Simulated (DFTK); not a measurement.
AlN:

```
CELL_PARAMETERS angstrom
0.00000 2.18399 2.18399
2.18399 0.00000 2.18399
2.18399 2.18399 0.00000
ATOMIC_POSITIONS crystal
Al 0.00000 0.00000 0.00000
N 0.25000 0.25000 0.25000
```

Measurements of this composition are mostly on another form, of space group No. 186.

Base run:

| Quantity | Value |
| --- | --- |
| Program | DFTK 0.8.2 |
| Functional | PBE |
| Potentials or basis | dojo.nc.sr.pbe.v0_4_1.standard.upf (PBE) |
| Cutoff | 1143 eV |
| k mesh | 10 × 10 × 10 |
| Occupations | fermi-dirac, width 0.05 eV |
| Spin | no spin polarisation |

Its results: band gap on the k mesh 3.32 eV, indirect (least direct gap 4.19 eV).

The run is repeated on the same cell with these changes: functional from PBE to LDA; potentials or basis from dojo.nc.sr.pbe.v0_4_1.standard.upf (PBE) to cp2k.nc.sr.lda.v0_1.largecore.gth (LDA, GTH); cutoff from 1143 eV to 1633 eV. What comes out?

Band gap on the k mesh 3.26 eV, indirect (least direct gap 4.23 eV).

Not every run made on this cell is shown here.
